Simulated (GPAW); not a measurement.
The N K edge of atom 1 in BN (P6_3/mmc), with 3 B at 1.44 Å (trigonal planar, site symmetry -6m2), was computed in 2 ways: full core hole (charged cell) and no core hole. Program and functional: GPAW, LDA, Gaussian full width 0.9 eV up to 4 eV, rising linearly to 3.5 eV at 25 eV; cells of 4 and 16 atoms (the run without a hole in the smaller).

Each run is counted from its own lowest empty level or Fermi level and scaled to a mean of 1 over its first 20 eV.

| E (eV) | run 1 | run 2 |
| --- | --- | --- |
| -2.00 | 0.00 | 0.00 |
| -1.25 | 0.00 | 0.00 |
| -0.50 | 0.07 | 0.00 |
| 0.25 | 0.59 | 0.09 |
| 1.00 | 0.73 | 0.39 |
| 1.75 | 0.89 | 0.56 |
| 2.50 | 0.50 | 0.66 |
| 3.25 | 0.44 | 0.86 |
| 4.00 | 0.58 | 0.79 |
| 4.75 | 0.95 | 0.76 |
| 5.50 | 1.52 | 0.63 |
| 6.25 | 1.95 | 0.55 |
| 7.00 | 2.12 | 0.78 |
| 7.75 | 1.84 | 1.18 |
| 8.50 | 1.53 | 1.53 |
| 9.25 | 1.16 | 1.35 |
| 10.00 | 0.82 | 0.93 |
| 10.75 | 0.73 | 0.75 |
| 11.50 | 0.83 | 0.72 |
| 12.25 | 0.94 | 0.76 |
| 13.00 | 1.12 | 0.93 |
| 13.75 | 1.38 | 1.12 |
| 14.50 | 1.44 | 1.30 |
| 15.25 | 1.17 | 1.57 |
| 16.00 | 0.83 | 1.83 |
| 16.75 | 0.60 | 1.87 |
| 17.50 | 0.53 | 1.66 |
| 18.25 | 0.54 | 1.34 |
| 19.00 | 0.54 | 1.03 |
| 19.75 | 0.52 | 0.77 |
| 20.50 | 0.48 | 0.59 |
| 21.25 | 0.45 | 0.51 |
| 22.00 | 0.40 | 0.50 |
| 22.75 | 0.34 | 0.52 |
| 23.50 | 0.29 | 0.53 |
| 24.25 | 0.28 | 0.53 |
| 25.00 | 0.29 | 0.52 |
| 25.75 | 0.32 | 0.51 |
| 26.50 | 0.35 | 0.50 |
| 27.25 | 0.37 | 0.50 |

The database entry behind the starting cell differs from later determinations by our own check (about 0.3 % short, minor phase), so it need not match the best structure at ambient conditions.

Q: Which run is which?

Run 1: full core hole (charged cell) (area from −2 to 6 eV 4.9, main maxima 1.6 eV (0.93), 6.8 eV (2.14) and 14.2 eV (1.46)). Run 2: no core hole (area from −2 to 6 eV 3.6, main maxima 3.2 eV (0.86), 8.6 eV (1.54) and 16.5 eV (1.89)). With each curve scaled to its own mean, the area from −2 to 6 eV with the hole is 4.9 against 3.6, and the centre of weight from −1 to 20 eV moves by -2.1 eV: the hole pulls the absorber's empty states down.

[Hosts, paths, dates, database ids (printed as entryN), source tags and the programs' standing remarks are cut or masked in the printed files.]

[Lists of maxima count a maximum above −3 eV only where it reaches 4 % of the highest in the window and stands out from its surroundings by 2 % of it (1.5 % where it reaches 55 %); shoulders and weaker maxima are passed over, and of the rest the first, up to two pre-edge ones and the few strongest are named.]
